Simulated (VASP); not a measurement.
Input of a VASP 6.6.1 run:

Contents of POSCAR:

```
Ta
1.0
    0.0000000000      2.1039180115      2.1039180115
    2.1039180115      0.0000000000      2.1039180115
    2.1039180115      2.1039180115      0.0000000000
Ta
1
Direct
    0.0000000000      0.0000000000      0.0000000000
```

INCAR.step1

```
SYSTEM = Ta
PREC     = Accurate       ! precision mode
ENCUT    = 520            ! plane-wave cutoff, eV
ISMEAR   = 0              ! smearing method
SIGMA    = 0.05           ! smearing width, eV
LREAL    = .False.        ! projectors in reciprocal space
LASPH    = .True.         ! aspherical terms in the spheres
NELM     = 100            ! most SCF steps
NBANDS   = 12             ! bands
GGA      = PE             ! functional
ALGO     = Normal         ! electronic algorithm
EDIFF    = 1E-4           ! SCF threshold, eV
LWAVE    = .True.         ! write WAVECAR
LCHARG   = .False.        ! write CHGCAR
```

File INCAR.step2:

```
SYSTEM = Ta
PREC     = Accurate       ! precision mode
ENCUT    = 520            ! plane-wave cutoff, eV
EDIFF    = 1E-7           ! SCF threshold, eV
ISMEAR   = 0              ! smearing method
SIGMA    = 0.05           ! smearing width, eV
LREAL    = .False.        ! projectors in reciprocal space
LASPH    = .True.         ! aspherical terms in the spheres
NELM     = 100            ! most SCF steps
ALGO     = Normal         ! electronic algorithm
ISIF     = 2              ! what is computed and relaxed
LWAVE    = .False.        ! write WAVECAR
LCHARG   = .False.        ! write CHGCAR
METAGGA  = R2SCAN         ! meta-GGA
LMIXTAU  = .True.       
NBANDS   = 12             ! bands
ISTART   = 1
```

KPOINTS

```
regular mesh
0
Gamma
  18 18 18
  0 0 0
```

Potentials or basis: VASP PAW PBE potentials, release 64 (Ta_pv).

Run with:

```console
$ cat potpaw_PBE.64/Ta_pv/POTCAR > POTCAR
$ cp INCAR.step1 INCAR
$ mpirun -np 1 vasp_std > vasp.out
$ cp INCAR.step2 INCAR
$ mpirun -np 1 vasp_std > vasp.out
```

**Question.** Predict the band gap on the k mesh.

**Answer.** None (metal or under the smearing width).

**Question.** Predict the pressure.

**Answer.** 0.5 GPa.

Caveat: the PAW data sets were made with another functional, which shifts forces and pressure a little. Spin-orbit coupling is left out, which matters for the levels of Ta.
